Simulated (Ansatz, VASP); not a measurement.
Two plane-wave programs on MgO

The input INCAR:

```
SYSTEM = MgO
ALGO     = Normal         ! electronic algorithm
EDIFF    = 1E-7           ! SCF threshold, eV
ENCUT    = 520            ! plane-wave cutoff, eV
GGA      = PE             ! functional
ISIF     = 2              ! what is computed and relaxed
ISMEAR   = -1             ! smearing method
LASPH    = .TRUE.         ! aspherical terms in the spheres
LCHARG   = .TRUE.         ! write CHGCAR
LELF     = .TRUE.         ! ELF
LREAL    = .FALSE.        ! projectors in reciprocal space
LVHAR    = .TRUE.       
LWAVE    = .FALSE.        ! write WAVECAR
NBANDS   = 11             ! bands
NELM     = 100            ! most SCF steps
PREC     = Accurate       ! precision mode
SIGMA    = 0.1            ! smearing width, eV
```

File KPOINTS:

```
k-points
0
G
  9 9 9
  0 0 0
```

The input POSCAR:

```
MgO
1.0
    0.0000000000      2.1515000000      2.1515000000
    2.1515000000      0.0000000000      2.1515000000
    2.1515000000      2.1515000000      0.0000000000
Mg O
1 1
Direct
    0.0000000000      0.0000000000      0.0000000000
    0.5000000000      0.5000000000      0.5000000000
```

Input for Ansatz:

```yaml
crystal:
  lattice:
    - [0.0, 2.1515, 2.1515]
    - [2.1515, 0.0, 2.1515]
    - [2.1515, 2.1515, 0.0]
  atoms:
    - { symbol: Mg, position: [0.0, 0.0, 0.0] }
    - { symbol: O, position: [0.5, 0.5, 0.5] }
hamiltonian:
  xc: pbe
  pseudopotentials: { kind: paw }
basis:
  ecutwfc: 420
kpoints:
  mp_grid: { grid: [9, 9, 9] }
scf:
  occupations: { method: fermi_dirac, width: 0.1 }
  lower_state_search: "off"
  algorithm: direct_min
  max_iter: 150
output:
  forces: true
  stress: true
```

Alike in both runs: task single point; functional PBE; k mesh 9 × 9 × 9; occupations fermi-dirac, width 0.1 eV; no spin polarisation.

|  | VASP | Ansatz |
| --- | --- | --- |
| version | VASP 6.6.1 | Ansatz 0.2.0 |
| potentials or method | VASP PAW PBE potentials, release 64 (Mg, O) | PAW, plane waves, scalar-relativistic |
| plane-wave cutoff (eV) | 520 | 420 |
| valence electrons in the cell | 8 | 16 |

|  | VASP | Ansatz | Ansatz less VASP |
| --- | --- | --- | --- |
| gap on the k mesh at the Fermi level (eV) | 4.13 | 4.15 | +0.019 |
| pressure (GPa) | -5.5 | -4.8 | +0.75 |

The functional is the same, so the differences come from potentials, cutoffs and numerics. The two sets of potentials don't hold the same shells in valence.

A hybrid or GW would open this gap; PBE tends to underestimate it.
